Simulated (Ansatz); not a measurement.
**B on HfN (111)**

This session takes HfN and sets out to cut and relax a (111) slab, then find where and how strongly B adsorbs.

Computed with Ansatz 0.2.0 (DFT PBEsol, scalar-relativistic, plane waves, PAW, unless a step's input says otherwise).

### Step 1. Starting point

Symmetry: Fm-3m, No. 225, cubic system. Conventional cell: a = 4.502 Å, b = 4.502 Å, c = 4.502 Å, α = 90.00°, β = 90.00°, γ = 90.00°. Hf (site symmetry m-3m) has 6 N at 2.25 Å as nearest neighbours. N (site symmetry m-3m) is surrounded by 6 Hf at 2.25 Å.

As a file:

```cif
data_structure
_symmetry_space_group_name_H-M 'P 1'
_symmetry_Int_Tables_number 1
_cell_length_a 3.1831
_cell_length_b 3.1831
_cell_length_c 3.1831
_cell_angle_alpha 60.000
_cell_angle_beta 60.000
_cell_angle_gamma 60.000
_cell_volume 22.80
loop_
_atom_site_label
_atom_site_type_symbol
_atom_site_fract_x
_atom_site_fract_y
_atom_site_fract_z
_atom_site_occupancy
Hf1 Hf 0.00000 0.00000 0.00000 1
N1 N 0.50000 0.50000 0.50000 1
```

It is the result of an earlier relaxation at this level (volume 11.40 Å³/atom; gap on the mesh: none (metal)).

### Step 2. The slab

Planes are indexed in the bulk's conventional cell (Fm-3m (No. 225)), a = 4.502 Å, b = 4.502 Å, c = 4.502 Å, α = 90.00°, β = 90.00°, γ = 90.00°.

A (111) slab, 6.5 Å thick as cut, with 17 Å of vacuum; its outer planes are Hf (top) and N (bottom).

The slab as cut. Its planes from the bottom up:

```csv
plane,atoms per cell,height over the lowest (Å)
1,N,0.00
2,Hf,1.30
3,N,2.60
4,Hf,3.90
5,N,5.20
6,Hf,6.50
```

### Step 3. The clean surface, relaxed

input.yaml reads:

```yaml
crystal:
  lattice:
    - [3.1830776028, 0.0, 0.0]
    - [-1.5915388014, 2.7566260662, 0.0]
    - [0.0, 0.0, 23.4974299488]
  atoms:
    - { symbol: "N", position: [0.3333333333, 0.6666666667, 0.3617416891] }
    - { symbol: Hf, position: [0.6666666667, 0.3333333333, 0.4170450135] }
    - { symbol: "N", position: [0.0, 0.0, 0.4723483378] }
    - { symbol: Hf, position: [0.3333333333, 0.6666666667, 0.5276516622] }
    - { symbol: "N", position: [0.6666666667, 0.3333333333, 0.5829549865] }
    - { symbol: Hf, position: [0.0, 0.0, 0.6382583109] }
basis:
  ecutwfc: 420
kpoints:
  mp_grid: { grid: [9, 9, 1] }
hamiltonian:
  xc: pbesol
scf:
  occupations: { method: gaussian, width: 0.1 }
output:
  forces: true
  eigenvalues: true
relax:
  adjacent_minimum: "off"
  f_tol: 0.03
  max_steps: 70
  constraints: [{ sites: [0, 1, 2] }]
efield:
  axis: 3
  dipole_correction: true
```

Further runs follow: B at the top (Hf) site; start: B, hollow (nearest Hf); start: B, bridge (Hf-Hf).

What does the calculation give? Wanted: clean slab: work function; clean slab: dipole along +c; B: lowest end.

As calculated:

| quantity | value |
| --- | --- |
| clean slab: work function | 4.63 eV (top face), 8.42 eV (bottom face) |
| clean slab: dipole along +c | 0.183 e·Å per cell |
| B: lowest end | E_ads -5.06 eV, from the hollow (nearest Hf) start, 3 bonded, 1.54 Å high |

B binds with 5.06 eV at best, a strong chemical bond when counted from the free atom, not from the element's molecule or solid; the ends span 1.62 eV. It raises the work function by 0.54 eV, as a dipole layer with its negative end outwards does. The slab runs have no spin polarisation, while the free adsorbate has its spin; a moment that survived on the surface would lower E_ads. A start on a symmetric site keeps its symmetry, so an end may be a saddle point and not a minimum. Spin-orbit coupling is left out for Hf. Spin polarisation is off in the runs that give these values; a magnetic solution could lie lower.
